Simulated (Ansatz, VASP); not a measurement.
**Two plane-wave programs on Be**

File INCAR:

```
SYSTEM = Be
PREC = Accurate
ENCUT = 600
EDIFF = 1E-6
ISMEAR = 0
SIGMA = 0.1
LREAL = .FALSE.
LASPH = .TRUE.
NELM = 100
ALGO = Fast
ISIF = 3
LWAVE = .FALSE.
LCHARG = .FALSE.
GGA = PS
IBRION = 2
NSW = 90
EDIFFG = -0.04
```

File KPOINTS:

```
Automatic mesh
0
G
  6 6 8
  0 0 0
```

Contents of POSCAR:

```
Be
1.0
    3.7353299930      0.0000000000      0.0000000000
   -1.8676649965      3.2348906655      0.0000000000
    0.0000000000      0.0000000000      2.2899196914
Be
3
Direct
    0.0000000000      0.0000000000      0.0000000000
    0.3333333333      0.6666666667      0.5000000000
    0.6666666667      0.3333333333      0.5000000000
```

Input for Ansatz:

```yaml
crystal:
  lattice:
    - [3.735329993, 0.0, 0.0]
    - [-1.8676649965, 3.2348906655, 0.0]
    - [0.0, 0.0, 2.2899196914]
  atoms:
    - { symbol: Be, position: [0.0, 0.0, 0.0] }
    - { symbol: Be, position: [0.3333333333, 0.6666666667, 0.5] }
    - { symbol: Be, position: [0.6666666667, 0.3333333333, 0.5] }
basis:
  ecutwfc: 420
kpoints:
  mp_grid: { grid: [6, 6, 8] }
hamiltonian:
  xc: pbesol
scf:
  occupations: { method: gaussian, width: 0.1 }
  lower_state_search: "off"
output:
  forces: true
  stress: true
  eigenvalues: true
relax:
  adjacent_minimum: "off"
  f_tol: 0.04
  max_steps: 70
  cell: { stress_tol: 0.4 }
```

Alike in both runs: task relaxation of cell and atoms; functional PBEsol; k mesh 6 × 6 × 8; occupations gaussian, width 0.1 eV; no spin polarisation.

```csv
,VASP,Ansatz
version,VASP 6.6.1,Ansatz 0.2.0
potentials or method,"VASP PAW PBE potentials, release 64 (Be)","scalar-relativistic, plane waves, PAW"
plane-wave cutoff (eV),600,420
valence electrons in the cell,6,6
```

VASP gave:

| Item | Value |
| --- | --- |
| gap on the k mesh at the Fermi level, each at its own relaxed structure (eV) | none |
| relaxed volume (Å³/atom) | 7.97 |
| relaxed cell length with the largest relative difference (Å) | 2.181 |
| energy change over the relaxation (meV/atom) | -56 |

Estimate Ansatz's values.

gap on the k mesh at the Fermi level, each at its own relaxed structure (eV): none; relaxed volume (Å³/atom): 7.95; relaxed cell length with the largest relative difference (Å): 2.175; energy change over the relaxation (meV/atom): -58.

A gap of «none» marks a metal or a gap that the smearing closes.

Caveats: the PAW data sets were made with another functional, which shifts forces and pressure a little (VASP).
